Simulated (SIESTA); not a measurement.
Here is a SIESTA 5.4.2 calculation.

File FeO.fdf:

```
SystemName                      Wuestite
SystemLabel                     FeO
NumberOfSpecies                 2
NumberOfAtoms                   2
%block ChemicalSpeciesLabel
  1  26 Fe
  2   8 O
%endblock ChemicalSpeciesLabel

LatticeConstant                 1.0 Ang
%block LatticeVectors
     0.0000000000     2.1554000000     2.1554000000
     2.1554000000     0.0000000000     2.1554000000
     2.1554000000     2.1554000000     0.0000000000
%endblock LatticeVectors
AtomicCoordinatesFormat         Fractional
%block AtomicCoordinatesAndAtomicSpecies
     0.0000000000     0.0000000000     0.0000000000  1  Fe
     0.5000000000     0.5000000000     0.5000000000  2  O
%endblock AtomicCoordinatesAndAtomicSpecies

%block kgrid.MonkhorstPack
   11   0   0  0.0
    0  11   0  0.0
    0   0  11  0.0
%endblock kgrid.MonkhorstPack
XC.Functional                   VDW
XC.Authors                      BH
PAO.BasisSize                   DZP
PAO.EnergyShift                 0.003 Ry
Mesh.Cutoff                     800 Ry
Spin                            polarized
%block DM.InitSpin
    1   3.000
    2   0.000
%endblock DM.InitSpin
OccupationFunction              FD
ElectronicTemperature           0.05 eV
MaxSCFIterations                200
SCF.MustConverge                false
SCF.Mixer.Method                Pulay
SCF.Mixer.Weight                0.1
SCF.Mixer.History               10
SCF.DM.Tolerance                5.0e-05
SCF.H.Tolerance                 1.0e-03 eV
WriteForces                     true
Charge.Mulliken                 end
BandLinesScale                  ReciprocalLatticeVectors
%block BandLines
    1    0.000000   0.000000   0.000000  \Gamma
   12    0.500000   0.000000   0.500000  X
    6    0.500000   0.250000   0.750000  W
    4    0.375000   0.375000   0.750000  K
   13    0.000000   0.000000   0.000000  \Gamma
   11    0.500000   0.500000   0.500000  L
    8    0.625000   0.250000   0.625000  U
    4    0.500000   0.250000   0.750000  W
    9    0.500000   0.500000   0.500000  L
    8    0.375000   0.375000   0.750000  K
    1    0.625000   0.250000   0.625000  U
    4    0.500000   0.000000   0.500000  X
%endblock BandLines
%block PAO.Basis
  Fe 5
  n=3 0 2
    2.625 0.000
  n=4 0 2
    7.580 0.000
  n=3 1 2
    2.943 0.000
  n=4 1 1
    7.580
  n=3 2 2
    4.849 0.000
%endblock PAO.Basis
```

Potentials or basis: PseudoDojo 0.4 standard (PBE files), DZP (energy shift 0.003 Ry; two zetas on semicore shells).

Launch:

```console
$ siesta < FeO.fdf > FeO.out 2>&1
```

Task: Estimate the pressure.

Result: -5.8 GPa.

Task: Predict the net moment.

Result: 4.00 μB per cell.

Levels at the corners of the path, in eV from the Fermi level:
Spin up:
```
point  band 11  band 12  band 13  band 14  band 15  band 16
    Γ    -3.90    -3.70    -3.70     0.01    18.14    18.14
    X    -2.83    -2.83    -2.81     6.12     8.98    11.84
    W    -2.93    -2.83    -1.73     8.15     9.22     9.22
    K    -2.69    -2.48    -1.71     7.42     8.95     9.02
    Γ    -3.90    -3.70    -3.70     0.01    18.14    18.14
    L    -2.54    -0.35    -0.35     4.16     8.60    14.04
    U    -2.69    -2.48    -1.71     7.42     8.95     9.02
    W    -2.93    -2.83    -1.73     8.15     9.22     9.22
    L    -2.54    -0.35    -0.35     4.16     8.60    14.04
    K    -2.69    -2.48    -1.71     7.42     8.95     9.02
    U    -2.69    -2.48    -1.71     7.42     8.95     9.02
    X    -2.83    -2.83    -2.81     6.12     8.98    11.84
```
Spin down:
```csv
point,band 5,band 6,band 7,band 8,band 9,band 10,band 11,band 12,band 13,band 14
Γ,-20.24,-3.31,-3.31,-3.31,-0.75,-0.75,-0.75,0.13,0.13,0.77
X,-19.02,-6.98,-4.49,-4.49,-2.11,0.68,0.75,0.75,1.10,7.34
W,-18.91,-6.19,-6.19,-5.61,-0.03,-0.03,0.75,1.01,1.77,9.35
K,-18.94,-6.60,-6.20,-4.92,-0.79,0.56,0.67,1.25,1.72,8.52
Γ,-20.24,-3.31,-3.31,-3.31,-0.75,-0.75,-0.75,0.13,0.13,0.77
L,-19.02,-8.10,-5.22,-5.22,0.40,0.40,0.61,2.76,2.76,4.69
U,-18.94,-6.60,-6.20,-4.92,-0.79,0.56,0.67,1.25,1.72,8.52
W,-18.91,-6.19,-6.19,-5.61,-0.03,-0.03,0.75,1.01,1.77,9.35
L,-19.02,-8.10,-5.22,-5.22,0.40,0.40,0.61,2.76,2.76,4.69
K,-18.94,-6.60,-6.20,-4.92,-0.79,0.56,0.67,1.25,1.72,8.52
U,-18.94,-6.60,-6.20,-4.92,-0.79,0.56,0.67,1.25,1.72,8.52
X,-19.02,-6.98,-4.49,-4.49,-2.11,0.68,0.75,0.75,1.10,7.34
```

Caveat: short orbitals over semicore shells can move pressures by several GPa; the potentials were made for another functional, which shifts forces and pressure; the basis of atomic orbitals isn't converged, which shifts pressures, moduli and gaps; a cell with one magnetic atom can't hold antiferromagnetic order, which such compounds often take; semilocal functionals often make such compounds metallic where correlation or magnetic order opens a gap, which also shifts bond lengths.

The gap isn't set beside the measured one, since this odd mesh misses points on the zone boundary.
